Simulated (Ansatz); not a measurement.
# CoSi: the order of phases at one pressure, part 1 of 3

Which of rocksalt, CsCl, WC, NiAs, zincblende has the lowest enthalpy for CoSi at one common pressure? Methods of the runs shown: PAW.

Computed with Ansatz 0.2.0 (DFT, PBE, PAW with Ansatz's default frozen-core files, scalar-relativistic, unless a step's input says otherwise).

## Step 1: The system as given

Symmetry: Fm-3m, No. 225, cubic system. The conventional cell has a = 4.585 Å, b = 4.585 Å, c = 4.585 Å, α = 90.00°, β = 90.00°, γ = 90.00°. Around Co (site symmetry m-3m) lie 6 Si at 2.29 Å. Around Si (site symmetry m-3m) lie 6 Co at 2.29 Å.

Structure file:

```cif
data_structure
_symmetry_space_group_name_H-M 'P 1'
_symmetry_Int_Tables_number 1
_cell_length_a 3.2419
_cell_length_b 3.2419
_cell_length_c 3.2419
_cell_angle_alpha 60.000
_cell_angle_beta 60.000
_cell_angle_gamma 60.000
_cell_volume 24.09
loop_
_atom_site_label
_atom_site_type_symbol
_atom_site_fract_x
_atom_site_fract_y
_atom_site_fract_z
_atom_site_occupancy
Co1 Co 0.00000 0.00000 0.00000 1
Si1 Si 0.50000 0.50000 0.50000 1
```

Atoms are numbered in the order of the input: Co1, Si2.

## Step 2: Cell relaxed at zero pressure, PAW

input.yaml

```yaml
crystal:
  lattice:
    - [0.0, 2.2923918786, 2.2923918786]
    - [2.2923918786, 0.0, 2.2923918786]
    - [2.2923918786, 2.2923918786, 0.0]
  atoms:
    - { symbol: Co, position: [0.0, 0.0, 0.0] }
    - { symbol: Si, position: [0.5, 0.5, 0.5] }
kpoints:
  mp_grid: { grid: [15, 15, 15] }
scf:
  occupations: { method: fermi_dirac, width: 0.1 }
hamiltonian:
  xc: pbe
  pseudopotentials: { kind: paw }
output:
  forces: true
  stress: true
relax:
  f_tol: 0.005
  max_steps: 40
  cell: {}
```

Launch:

```bash
ansatz run input.yaml --threads 1 --pin off --max-ram 3584MiB --backend cpu --events-out ev --progress --plain --runs-dir out
```

The log of the run, cut to the lines that bear on the results:

```text
[...]
Pseudopotentials: kind: paw
Pseudopotential: Co, paw, valence charge 17, recommended cutoff 420 eV (normal)
Pseudopotential: Si, paw, valence charge 4, recommended cutoff 420 eV (normal)
Functional definition: PBE
[...]
Crystal: 2 atoms, lattice volume = 24.093 Å³
Basis set: ecut = 420 eV, 459 PW (Γ), exchange–correlation on 48×48×48 points (8 copies of the dense FFT grid, shifted against one another)
Bands: 15, of which v1, the nominal top of the filled ones, is band 11 counted from 1 (10 counted from 0)
Symmetry: 48 space group operations
Space group: Fm-3m (ITA 225), of the structure as read, at distance tolerance 2.9e-5 Å
k-points: 120 of 3375
[...]
relax step   3: F+E_penalty+E_count = -5761.78094167 eV  Δ(F+E_penalty+E_count) = -7.310e-3 eV  max|allowed force component| = 2.465e-31 eV/Å  Δτ_max = 0.0000 Å  P = +0.303 GPa  Ω = 25.315 Å³  energy of the carried Pulay correction = -6.320e-4 eV  (6 SCF iters, dr2 threshold 2.00e-7 eV, accepted)
[...]
relax step   4: F+E_penalty+E_count = -5761.78096241 eV  Δ(F+E_penalty+E_count) = -2.074e-5 eV  max|allowed force component| = 1.972e-31 eV/Å  Δτ_max = 0.0000 Å  P = +0.002 GPa  Ω = 25.362 Å³  energy of the carried Pulay correction = -6.555e-4 eV  (6 SCF iters, dr2 threshold 2.00e-7 eV, accepted)
[...]
SCF iter   2: F=—  HF=-5761.781779 eV  |F-HF|=—  |Δ(HF+E_count)|=   2.01e-4  Δρ=3.29e-4  dr2=1.47e-6  ethr=2.00e-8  ⟨swp⟩=2.0  Hψ=3023  notcnv=0
```

## Step 3: More of the same log: cell relaxed at zero pressure

Output, continued, cut to the lines that bear on the results:

```text
SCF iter   3: F=—  HF=-5761.781848 eV  |F-HF|=—  |Δ(HF+E_count)|=   6.84e-5  Δρ=2.58e-5  dr2=8.10e-8  ethr=7.00e-9  ⟨swp⟩=2.0  Hψ=1920  notcnv=0
[...]
relax step   5: F+E_penalty+E_count = -5761.78184766 eV  Δ(F+E_penalty+E_count) = -8.853e-4 eV  max|allowed force component| = 4.109e-31 eV/Å  Δτ_max = 0.0000 Å  P = +0.077 GPa  Ω = 25.362 Å³  stress off target by 7.65e-2 GPa  SCF on the basis re-selected at this cell (its energy is not [...]
  cell:  # Å, volume = 25.3737 Å³
    - [-9.314976993375334e-34, 2.332300739411315, 2.332300739411315]
    - [2.332300739411315, 1.910764511909655e-33, 2.332300739411315]
    - [2.332300739411315, 2.332300739411315, 1.7053573272597428e-33]
  atoms:
    - { symbol: Co, position: [5.907233858178361e-36, -4.813301662219141e-36, -7.876311810905364e-36] }
    - { symbol: Si, position: [0.5, 0.5, 0.5] }
```

Run time: 18 s. Hardware: 1 thread of Intel Xeon Platinum 8259CL at 2.50GHz (Skylake/Cascade Lake), shared host; peak memory 0.41 GiB.

The steps of the relaxation:

| step | energy from step 1 (eV/cell) | largest force component (eV/Å) | pressure (GPa) | volume (Å³) |
| --- | --- | --- | --- | --- |
| 1 | 0.0000 | 0.0000 | 9.30 | 24.09 |
| 2 | -0.0272 | 0.0000 | 4.13 | 24.76 |
| 3 | -0.0346 | 0.0000 | 0.30 | 25.32 |
| 4 | -0.0346 | 0.0000 | 0.00 | 25.36 |
| 5 | -0.0355 | 0.0000 | 0.08 | 25.36 |
| 6 | -0.0355 | 0.0000 | 0.00 | 25.37 |
| 7 | -0.0355 | 0.0000 | 0.00 | 25.37 |

Step 1 is the start. Steps 5, 7 repeat the geometry before on a plane-wave basis chosen anew for that cell, so the energy can jump there without any move; the table keeps such jumps.

| input's cell | before | after | change |
| --- | --- | --- | --- |
| a (Å) | 3.242 | 3.298 | +1.7 % |
| b (Å) | 3.242 | 3.298 | +1.7 % |
| c (Å) | 3.242 | 3.298 | +1.7 % |
| volume (Å³/atom) | 12.05 | 12.69 | +5.3 % |

## Step 4: Volume scaled by 0.7, to set the pressure, PAW

input.yaml

```yaml
crystal:
  lattice:
    - [0.0, 2.0708591598, 2.0708591598]
    - [2.0708591598, 0.0, 2.0708591598]
    - [2.0708591598, 2.0708591598, 0.0]
  atoms:
    - { symbol: Co, position: [0.0, 0.0, 0.0] }
    - { symbol: Si, position: [0.5, 0.5, 0.5] }
kpoints:
  mp_grid: { grid: [16, 16, 16] }
scf:
  occupations: { method: fermi_dirac, width: 0.1 }
hamiltonian:
  xc: pbe
  pseudopotentials: { kind: paw }
output:
  forces: true
  stress: true
  eigenvalues: true
```

Launch:

```bash
ansatz run input.yaml --threads 1 --pin off --max-ram 3584MiB --backend cpu --events-out ev --progress --plain --runs-dir out
```

The log of the run, cut to the lines that bear on the results:

```text
[...]
[... 4 set-up lines as earlier in the session ...]
[...]
Crystal: 2 atoms, lattice volume = 17.762 Å³
Basis set: ecut = 420 eV, 331 PW (Γ), exchange–correlation on 40×40×40 points (8 copies of the dense FFT grid, shifted against one another)
[...]
--- Stress (GPa, compression-positive) ---
      123.001086      -0.000000      -0.000000
       -0.000000     123.001086       0.000000
       -0.000000      -0.000000     123.001086
  P = ⅓ Tr σ = 123.0011 GPa (1230.011 kbar)
--- Band table (eV; the first three rows and the last of 145) ---
  k-point 0: bands = ["-74.0514", "-37.4431", "-37.4431", "-37.4431", "5.8794", "17.6446", "17.6446", "17.6446", "17.9729", "17.9729", "27.6056", "27.6056", "27.6056", "33.4163", "33.7310"]
[...]
```

Wall time 2.6 s (1 thread of Intel Xeon Platinum 8259CL at 2.50GHz (Skylake/Cascade Lake), shared host); peak memory 0.39 GiB.

Result: pressure 123.00 GPa; no gap.

## Step 5: Rocksalt relaxed under pressure, PAW

input.yaml: that of step 4 with these lines changed.

```diff
@@ -19 +19,5 @@
   eigenvalues: true
+relax:
+  f_tol: 0.005
+  max_steps: 40
+  cell: { p_target: 120.0, stress_tol: 0.06 }
```

Launch:

```bash
ansatz run input.yaml --threads 1 --pin off --max-ram 3584MiB --backend cpu --events-out ev --progress --plain --runs-dir out
```

The log of the run:

```text
Engine: ansatz 0.2.0
[... 4 set-up lines as earlier in the session ...]
  parameter kappa = 0.804
  parameter beta = 0.06672455060314922
  exchange = pbe_x(kappa = kappa, mu = beta*pi^2/3)
  correlation = pbe_c(beta = beta)
Crystal: 2 atoms, lattice volume = 17.762 Å³
Basis set: ecut = 420 eV, 331 PW (Γ), exchange–correlation on 40×40×40 points (8 copies of the dense FFT grid, shifted against one another)
Bands: 15, of which v1, the nominal top of the filled ones, is band 11 counted from 1 (10 counted from 0)
[... 1 set-up line as earlier in the session ...]
Space group: Fm-3m (ITA 225), of the structure as read, at distance tolerance 2.6e-5 Å
k-points: 145 of 4096
Non-local potential: Co, projectors of the file, l = 0: 3, l = 1: 2, l = 2: 3, l = 3: 1
Non-local potential: Si, projectors of the file, l = 0: 2, l = 1: 2, l = 2: 2
PAW form: soft (Blöchl's): semilocal exchange-correlation on the pseudo side does not see the compensation charge
PAW one-centre angular grid: Co, 590 points (default); XC on 64 Gauss nodes
PAW one-centre angular grid: Si, 110 points (default); XC on 64 Gauss nodes
Initial density: superposition of atomic densities (neutral atoms: chi_scale 0, normalization atom), corrected by the library's trained network
Initial wavefunctions: pseudopotential atomic-orbital guess
Functional: x = pbe(κ = 0.804, μ = 0.2195149727645171), c = pbe(β = 0.06672455060314922)
SCF iter   1: F=—  HF=-5759.659831 eV  |F-HF|=—  |Δ(HF+E_count)|=         —  Δρ=3.00e-2  dr2=1.12e-1  ethr=1.77e-3  ⟨swp⟩=5.4  Hψ=11256  notcnv=0
preconditioner: auto → none  [metal: Δε(μ)=0.011 eV  Ē_g=11.129 eV  σ=0.100 eV  W_gap=0.03  n_scr=8 (ndim 8)  ℏωp=31.8 eV  f_vac=0.000  D(μ)=0.93/eV (n_scr^D=14)  sad-step TF]
SCF iter   2: F=—  HF=-5759.650797 eV  |F-HF|=—  |Δ(HF+E_count)|=   9.03e-3  Δρ=1.92e-2  dr2=5.05e-2  ethr=5.33e-4  ⟨swp⟩=1.9  Hψ=3640  notcnv=0  defer=8
SCF iter   3: F=—  HF=-5759.643537 eV  |F-HF|=—  |Δ(HF+E_count)|=   7.26e-3  Δρ=1.76e-3  dr2=3.55e-4  ethr=2.40e-4  ⟨swp⟩=2.0  Hψ=2509  notcnv=0  defer=9
SCF iter   4: F=—  HF=-5759.643530 eV  |F-HF|=—  |Δ(HF+E_count)|=   6.85e-6  Δρ=5.81e-4  dr2=1.54e-5  ethr=1.69e-6  ⟨swp⟩=2.3  Hψ=3178  notcnv=0  defer=9
SCF iter   5: F=—  HF=-5759.643543 eV  |F-HF|=—  |Δ(HF+E_count)|=   1.26e-5  Δρ=1.22e-4  dr2=9.92e-7  ethr=7.32e-8  ⟨swp⟩=2.0  Hψ=3663  notcnv=0  defer=9
SCF iter   6: F=-5759.643543 eV  HF=-5759.643543 eV  |F-HF|=2.06e-8  |Δ(HF+E_count)|=   4.79e-8  Δρ=2.02e-5  dr2=1.99e-8  ethr=4.76e-10  ⟨swp⟩=5.9  Hψ=10070  notcnv=0
SCF 1 converged in 6 iterations: F = -5759.643543 eV  dr2 = 1.99e-8
relax step   1: F+E_penalty+E_count = -5759.64354265 eV  Δ(F+E_penalty+E_count) = +0.000e0 eV  max|allowed force component| = 8.283e-30 eV/Å  Δτ_max = 0.0000 Å  P = +123.001 GPa  Ω = 17.762 Å³  (6 SCF iters, dr2 threshold 1.00e-7 eV, accepted)
Crystal: 2 atoms, lattice volume = 17.854 Å³
Basis set: ecut = 420 eV, 339 PW (Γ), exchange–correlation on 40×40×40 points (8 copies of the dense FFT grid, shifted against one another)
Initial density: handed on by an earlier stage of this run
Initial wavefunctions: those handed on with the density
iter 1 solved again at ethr=3.69e-7 eV; its pass at ethr=3.10e-3 eV (dr2=7.75e-5 eV) is discarded
SCF iter   1: F=—  HF=-5759.713729 eV  |F-HF|=—  |Δ(HF+E_count)|=         —  Δρ=7.33e-4  dr2=4.68e-5  ethr=3.69e-7  ⟨swp⟩=2.0  Hψ=12944  notcnv=0
preconditioner: auto → none  [metal: Δε(μ)=0.025 eV  Ē_g=11.137 eV  σ=0.100 eV  W_gap=0.06  n_scr=8 (ndim 8)  ℏωp=31.7 eV  f_vac=0.000  D(μ)=0.89/eV (n_scr^D=8)]
SCF iter   2: F=—  HF=-5759.713726 eV  |F-HF|=—  |Δ(HF+E_count)|=   3.24e-6  Δρ=2.55e-4  dr2=5.74e-6  ethr=2.23e-7  ⟨swp⟩=2.2  Hψ=2888  notcnv=0
SCF iter   3: F=—  HF=-5759.713728 eV  |F-HF|=—  |Δ(HF+E_count)|=   2.45e-6  Δρ=7.88e-5  dr2=5.84e-7  ethr=2.73e-8  ⟨swp⟩=2.0  Hψ=3626  notcnv=0
iter 4 did not close the SCF: its close was put off for the readings that it lacked (scf_convergence_deferred on its scf_iter line)
SCF iter   4: F=-5759.713728 eV  HF=-5759.713728 eV  |F-HF|=5.50e-10  |Δ(HF+E_count)|=   9.17e-8  Δρ=6.44e-6  dr2=3.13e-9  ethr=2.78e-9  ⟨swp⟩=2.4  Hψ=3660  notcnv=0
iter 5 did not close the SCF: its close was put off for the readings that it lacked (scf_convergence_deferred on its scf_iter line)
SCF iter   5: F=-5759.713728 eV  HF=-5759.713728 eV  |F-HF|=5.46e-12  |Δ(HF+E_count)|=  5.61e-10  Δρ=4.33e-7  dr2=6.89e-12  ethr=1.49e-11  ⟨swp⟩=2.5  Hψ=3730  notcnv=0
SCF iter   6: F=-5759.713728 eV  HF=-5759.713728 eV  |F-HF|=9.09e-13  |Δ(HF+E_count)|=  4.55e-12  Δρ=4.48e-8  dr2=2.21e-13  ethr=1.00e-12  ⟨swp⟩=1.0  Hψ=4931  notcnv=0
SCF 2 converged in 6 iterations: F = -5759.713728 eV  dr2 = 2.21e-13
relax step   2: F+E_penalty+E_count = -5759.71372834 eV  Δ(F+E_penalty+E_count) = -7.019e-2 eV  max|allowed force component| = 9.450e-31 eV/Å  Δτ_max = 0.0000 Å  P = +119.884 GPa  Ω = 17.854 Å³  energy of the carried Pulay correction = -7.734e-5 eV  (6 SCF iters, dr2 threshold 2.00e-7 eV, accepted)
Crystal: 2 atoms, lattice volume = 17.851 Å³
iter 1 solved again at ethr=5.29e-10 eV; its pass at ethr=3.10e-3 eV (dr2=1.11e-7 eV) is discarded
SCF iter   1: F=—  HF=-5759.711127 eV  |F-HF|=—  |Δ(HF+E_count)|=         —  Δρ=2.75e-5  dr2=6.85e-8  ethr=5.29e-10  ⟨swp⟩=2.0  Hψ=12843  notcnv=0
preconditioner: auto → none  [metal: Δε(μ)=0.028 eV  Ē_g=11.140 eV  σ=0.100 eV  W_gap=0.07  n_scr=8 (ndim 8)  ℏωp=31.7 eV  f_vac=0.000  D(μ)=0.89/eV (n_scr^D=8)]
iter 2 did not close the SCF: its close was put off for the readings that it lacked (scf_convergence_deferred on its scf_iter line)
SCF iter   2: F=-5759.711126 eV  HF=-5759.711126 eV  |F-HF|=2.09e-9  |Δ(HF+E_count)|=   8.67e-7  Δρ=8.66e-6  dr2=6.37e-9  ethr=3.26e-10  ⟨swp⟩=2.3  Hψ=3093  notcnv=0
iter 3 did not close the SCF: its close was put off for the readings that it lacked (scf_convergence_deferred on its scf_iter line)
SCF iter   3: F=-5759.711126 eV  HF=-5759.711126 eV  |F-HF|=2.05e-10  |Δ(HF+E_count)|=   3.62e-9  Δρ=3.38e-6  dr2=1.11e-9  ethr=3.03e-11  ⟨swp⟩=2.0  Hψ=3678  notcnv=0
iter 4 did not close the SCF: its close was put off for the readings that it lacked (scf_convergence_deferred on its scf_iter line)
SCF iter   4: F=-5759.711126 eV  HF=-5759.711126 eV  |F-HF|=9.09e-13  |Δ(HF+E_count)|=  2.01e-10  Δρ=1.97e-7  dr2=2.72e-12  ethr=5.27e-12  ⟨swp⟩=2.1  Hψ=3698  notcnv=0
iter 5 did not close the SCF: its close was put off for the readings that it lacked (scf_convergence_deferred on its scf_iter line)
SCF iter   5: F=-5759.711126 eV  HF=-5759.711126 eV  |F-HF|=1.82e-12  |Δ(HF+E_count)|=    0.00e0  Δρ=4.02e-8  dr2=1.85e-13  ethr=1.00e-12  ⟨swp⟩=1.0  Hψ=2175  notcnv=0
SCF iter   6: F=-5759.711126 eV  HF=-5759.711126 eV  |F-HF|=0.00e0  |Δ(HF+E_count)|=    0.00e0  Δρ=6.06e-9  dr2=3.78e-15  ethr=1.00e-12  ⟨swp⟩=1.0  Hψ=4930  notcnv=0
SCF 3 converged in 6 iterations: F = -5759.711126 eV  dr2 = 3.78e-15
relax step   3: F+E_penalty+E_count = -5759.71112634 eV  Δ(F+E_penalty+E_count) = +2.602e-3 eV  max|allowed force component| = 5.834e-31 eV/Å  Δτ_max = 0.0000 Å  P = +119.999 GPa  Ω = 17.851 Å³  energy of the carried Pulay correction = -7.445e-5 eV  (6 SCF iters, dr2 threshold 3.39e-8 eV, accepted)
Initial wavefunctions: pseudopotential atomic-orbital guess (no wavefunctions were taken with the density)
iter 1 solved again at ethr=1.64e-7 eV; its pass at ethr=3.10e-3 eV (dr2=3.44e-5 eV) is discarded
SCF iter   1: F=—  HF=-5759.711185 eV  |F-HF|=—  |Δ(HF+E_count)|=         —  Δρ=2.37e-4  dr2=2.22e-7  ethr=1.64e-7  ⟨swp⟩=3.0  Hψ=16881  notcnv=0
SCF iter   2: F=—  HF=-5759.711198 eV  |F-HF|=—  |Δ(HF+E_count)|=   1.32e-5  Δρ=1.19e-4  dr2=5.99e-8  ethr=1.06e-9  ⟨swp⟩=1.8  Hψ=2623  notcnv=0
SCF iter   3: F=—  HF=-5759.711202 eV  |F-HF|=—  |Δ(HF+E_count)|=   3.81e-6  Δρ=4.10e-6  dr2=1.67e-9  ethr=2.85e-10  ⟨swp⟩=1.0  Hψ=2175  notcnv=0
SCF iter   4: F=—  HF=-5759.711202 eV  |F-HF|=—  |Δ(HF+E_count)|=  2.32e-10  Δρ=1.14e-6  dr2=8.32e-11  ethr=7.95e-12  ⟨swp⟩=2.1  Hψ=2821  notcnv=0
iter 5 did not close the SCF: its close was put off for the readings that it lacked (scf_convergence_deferred on its scf_iter line)
SCF iter   5: F=-5759.711202 eV  HF=-5759.711202 eV  |F-HF|=5.46e-12  |Δ(HF+E_count)|=  1.16e-10  Δρ=1.22e-7  dr2=1.99e-13  ethr=1.00e-12  ⟨swp⟩=1.0  Hψ=2178  notcnv=0
SCF iter   6: F=-5759.711202 eV  HF=-5759.711202 eV  |F-HF|=2.73e-12  |Δ(HF+E_count)|=  4.55e-12  Δρ=3.04e-8  dr2=9.10e-14  ethr=1.00e-12  ⟨swp⟩=3.9  Hψ=8545  notcnv=0
SCF 4 converged in 6 iterations: F = -5759.711202 eV  dr2 = 9.10e-14
relax step   4: F+E_penalty+E_count = -5759.71120226 eV  Δ(F+E_penalty+E_count) = -7.592e-5 eV  max|allowed force component| = 3.616e-31 eV/Å  Δτ_max = 0.0000 Å  P = +120.006 GPa  Ω = 17.851 Å³  stress off target by 6.17e-3 GPa  SCF on the basis re-selected at this cell (its energy is not comparable with the rows above)  (6 SCF iters)
basis re-selected at this cell: Δ(F+E_penalty+E_count) = -7.592e-5 eV, ΔP = +0.007 GPa vs the last step (what re-selecting the basis moved, of the pressure what is left beyond the Pulay correction that the steps carried, after the strain that the cell walked since its last selection, with what the two solves' SCF thresholds leave and, on support functions, any second-order correction that the steps lacked; it is no measure of the basis error at this ecutwfc). This SCF's stress stands 6.17e-3 GPa from its target on what of the cell is left free (relax.cell.stress_tol is 6.00e-2 GPa) and its largest allowed force component is 3.62e-31 eV/Å (relax.f_tol is 5.00e-3 eV/Å): within both
SCF converged after 6 iterations
Free energy (F): -5759.711202 eV
Harris-Foulkes:  -5759.711202 eV  (|F-HF|=2.73e-12)
Internal energy: -5759.681514 eV  (E = F + TS)
E sigma→0 (E₀):  -5759.696358 eV
Entropy (-TS):   -0.029688 eV (-14.844 meV/atom)
Fermi energy:    21.131928 eV
--- Per-component energies (eV) ---
  E_band       = -160.524988
  E_kinetic    = 523.536037
  E_local      = -3259.074024  (includes V_loc(G=0)·N_el)
  E_nonlocal   = 493.622313
  E_hartree    = 1429.403968
  E_xc         = -222.966113
  E_vxc        = -263.649505  (∫ρ·V_xc dr)
  E_paw        = -2040.156872  (= ΣΔE_a)
  E_vpaw       = -513.767887  (= ΣTr[D̂ρ^β])
  E_aug_tail   = 0.000121  (compensation charges beyond the density's cutoff)
  E_ewald      = -2684.046944
  E_smearing   = -0.029688  (= −TS)
  E_closure    = -0.000000  (closes the sum)
  Σ components = -5759.711202   (vs F -5759.711202, Δ=0.00e0)
--- Forces (eV/Å), atoms counted from 1 ---
  atom   1  Co    -0.00000000     0.00000000     0.00000000
  atom   2  Si     0.00000000     0.00000000     0.00000000
  max |Σ_I F_I| component: 9.20e-31 eV/Å
--- Stress (GPa, compression-positive) ---
      120.006171      -0.000000      -0.000000
       -0.000000     120.006171       0.000000
       -0.000000       0.000000     120.006171
  P = ⅓ Tr σ = 120.0062 GPa (1200.062 kbar)
--- Band table (eV; the first three rows and the last of 145) ---
  k-point 0: bands = ["-74.1614", "-37.5520", "-37.5520", "-37.5520", "5.8051", "17.5518", "17.5518", "17.5518", "17.8754", "17.8754", "27.4482", "27.4482", "27.4482", "33.2940", "33.5790"]
  k-point 1: bands = ["-74.1611", "-37.5548", "-37.5525", "-37.5525", "5.9103", "17.4622", "17.5765", "17.5765", "17.8440", "17.8440", "27.0163", "27.5212", "27.5212", "32.3395", "33.6260"]
  k-point 2: bands = ["-74.1602", "-37.5629", "-37.5540", "-37.5540", "6.2238", "17.1943", "17.5264", "17.5264", "17.8859", "17.8859", "25.9249", "27.7158", "27.7158", "31.6211", "33.6982"]
  k-point 144: bands = ["-74.1536", "-37.5994", "-37.5994", "-37.5827", "12.6505", "14.6791", "14.6791", "16.4779", "19.8401", "20.5144", "20.5870", "20.5870", "22.4532", "33.3150", "33.3150"]
--- Relaxed structure (3 steps of the walk, 3 accepted, 1 SCFs on fresh bases) ---
  F+E_penalty+E_count = -5759.71120226 eV   max|allowed force component| = 3.616e-31 eV/Å   (the final SCF, on the basis selected at the relaxed cell)
  cell:  # Å, volume = 17.8508 Å³
    - [-4.4584505287836436e-35, 2.0743209116219408, 2.0743209116219408]
    - [2.0743209116219408, -9.872283313735204e-34, 2.0743209116219408]
    - [2.0743209116219408, 2.0743209116219408, 7.1335208460538254e-34]
  atoms:
    - { symbol: Co, position: [3.1000497792958816e-35, -6.200099558591734e-35, -2.3250373344719247e-35] }
    - { symbol: Si, position: [0.5, 0.5, 0.5] }
```

Wall time 11 s (1 thread of Intel Xeon Platinum 8259CL at 2.50GHz (Skylake/Cascade Lake), shared host); peak memory 0.41 GiB.

Step by step:

| step | energy from step 1 (eV/cell) | largest force component (eV/Å) | pressure (GPa) | volume (Å³) |
| --- | --- | --- | --- | --- |
| 1 | 0.0000 | 0.0000 | 123.00 | 17.76 |
| 2 | -0.0702 | 0.0000 | 119.88 | 17.85 |
| 3 | -0.0676 | 0.0000 | 120.00 | 17.85 |
| 4 | -0.0677 | 0.0000 | 120.01 | 17.85 |

Step 1 is the start. Step 4 repeats the geometry before on a plane-wave basis chosen anew for that cell, so the energy can jump there without any move; the table keeps such jumps.

| input's cell | before | after | change |
| --- | --- | --- | --- |
| a (Å) | 2.929 | 2.934 | +0.2 % |
| b (Å) | 2.929 | 2.934 | +0.2 % |
| c (Å) | 2.929 | 2.934 | +0.2 % |
| volume (Å³/atom) | 8.88 | 8.93 | +0.5 % |

Read from it: pressure 120.01 GPa; no gap.

## Step 6: CsCl relaxed under pressure, PAW

input.yaml: that of step 5 with these lines changed.

```diff
@@ -2,5 +2,5 @@
   lattice:
-    - [0.0, 2.0708591598, 2.0708591598]
-    - [2.0708591598, 0.0, 2.0708591598]
-    - [2.0708591598, 2.0708591598, 0.0]
+    - [2.5783171238, 0.0, 0.0]
+    - [0.0, 2.5783171238, 0.0]
+    - [0.0, 0.0, 2.5783171238]
   atoms:
```

Launch:

```bash
ansatz run input.yaml --threads 1 --pin off --max-ram 3584MiB --backend cpu --events-out ev --progress --plain --runs-dir out
```

The log of the run, cut to the lines that bear on the results:

```text
[...]
[... 4 set-up lines as earlier in the session ...]
[...]
Crystal: 2 atoms, lattice volume = 17.140 Å³
Basis set: ecut = 420 eV, 341 PW (Γ), exchange–correlation on 36×36×36 points (8 copies of the dense FFT grid, shifted against one another)
[...]
relax step   4: F+E_penalty+E_count = -5761.23875645 eV  Δ(F+E_penalty+E_count) = -1.799e-2 eV  max|allowed force component| = 1.150e-31 eV/Å  Δτ_max = 0.0000 Å  P = +119.978 GPa  Ω = 16.099 Å³  energy of the carried Pulay correction = +8.959e-4 eV  (6 SCF iters, dr2 threshold 2.00e-7 eV, accepted)
[...]
SCF iter   5: F=-5761.238050 eV  HF=-5761.238050 eV  |F-HF|=3.64e-12  |Δ(HF+E_count)|=  3.46e-11  Δρ=2.56e-7  dr2=6.03e-12  ethr=1.00e-12  ⟨swp⟩=1.5  Hψ=2627  notcnv=0
```

(Continued in part 2 of 3.)
